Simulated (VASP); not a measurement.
The system is HfO2.

```
CELL_PARAMETERS angstrom
4.81353 0.00000 0.00000
0.00000 4.81353 0.00000
0.00000 0.00000 3.20542
ATOMIC_POSITIONS crystal
Hf 0.50000 0.50000 0.50000
Hf 0.00000 0.00000 0.00000
O 0.80504 0.19496 0.50000
O 0.69496 0.69496 0.00000
O 0.30504 0.30504 0.00000
O 0.19496 0.80504 0.50000
```

Measurements of this composition are mostly on another form, of space group No. 14.

```yaml
Program: VASP 6.6.1
Task: relaxation of cell and atoms
Functional: RPBE
Dispersion: D3
Potentials_or_basis: VASP PAW PBE potentials, release 64 (Hf_pv, O)
Cutoff: 600 eV
k_mesh: 6 × 6 × 8
Occupations: fermi-dirac, width 0.05 eV
Spin: no spin polarisation
```

At the start: pressure 5.6 GPa; volume 12.38 Å³/atom.

Where does the relaxation end?

Over 5 steps the energy falls by 5.4 meV/atom and the volume is 12.69 Å³/atom (+2.5 %); space group P4_2/mnm (No. 136, to 0.05 Å).

Step by step:
| step | energy change (eV) | largest force (eV/Å) | pressure (GPa) | volume (Å³) |
| --- | --- | --- | --- | --- |
| 1 | 0.0000 | 0.0846 | 5.63 | 74.27 |
| 2 | 0.0429 | 0.1963 | -7.60 | 79.05 |
| 3 | -0.0315 | 0.0362 | -0.09 | 76.10 |
| 4 | -0.0315 | 0.0336 | 0.12 | 76.06 |
| 5 | -0.0324 | 0.0139 | 0.09 | 76.15 |

Final structure:
```xyz
6
Lattice="4.8591 0.0000 0.0000 0.0000 4.8591 0.0000 0.0000 0.0000 3.2250" Properties=species:S:1:pos:R:3 pbc="T T T"
Hf    2.4296    2.4296    1.6125
Hf    0.0000    0.0000    0.0000
O     3.9117    0.9474    1.6125
O     3.3770    3.3770    0.0000
O     1.4821    1.4821    0.0000
O     0.9474    3.9117    1.6125
```

Caveat: the PAW data sets were made with another functional, which shifts forces and pressure a little.
